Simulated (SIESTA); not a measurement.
## PbS (Galena) under changes of volume

One of the cells (26.086 Å³/atom); the others are scaled copies at fixed shape and fractional positions:

```
Pb S
1.0
     0.00000    2.96575    2.96575
     2.96575    0.00000    2.96575
     2.96575    2.96575    0.00000
Pb S
1 1
Direct
  0.00000 0.00000 0.00000
  0.50000 0.50000 0.50000
```

| Item | Value |
| --- | --- |
| Program | SIESTA 5.4.2 |
| Functional | PBE |
| Potentials or basis | PseudoDojo 0.4 standard (PBE files) |
| Basis | DZ (energy shift 0.002 Ry) |
| Grid cutoff | 500 Ry |
| Energy shift | 0.002 Ry |
| k mesh | 8 × 8 × 8 |
| Occupations | fermi-dirac, width 0.05 eV |
| Spin | no spin polarisation |

```tsv
volume (Å³/atom)	energy over the lowest point (meV/atom)	pressure (GPa)	gap on the mesh (eV)
24.521	100.60	10.2	0.39
25.042	70.66	8.2	0.46
25.564	?	?	?
26.086	28.05	4.9	0.60
26.607	14.41	3.5	0.66
27.129	5.19	2.2	0.71
27.651	0.00	1.1	0.76
```

Problem. What does the run at 25.564 Å³/atom give?

Solution. Energy over the lowest point 46.61 meV/atom; pressure 6.5 GPa; gap on the mesh 0.53 eV.

Worked out: A Birch-Murnaghan fit of order 3 (a polynomial in V^(-2/3)) to the other rows has its minimum at 28.14 Å³/atom, just outside them, with B0 = V·E''(V) = 55 GPa and B' = 4.2. It gives 46.64 meV/atom at 25.564 Å³/atom, against the run's 46.61, and -dE/dV = 6.5 GPa, against 6.5. A parabola through the other rows of the gap, of slope 3.3 eV per unit of ln V (its deformation potential) there, gives 0.53 eV, against the run's 0.53.

Energies are extrapolated to zero smearing.

Caveats: the basis has no polarisation orbitals; semicore shells carry a single zeta, which can move pressures by several GPa and volumes by a few percent; spin-orbit coupling is left out, which as a rule narrows the gap of such compounds by several tenths of an eV; the basis of atomic orbitals isn't converged, which shifts pressures, moduli and gaps.

A mesh can miss the band edges.
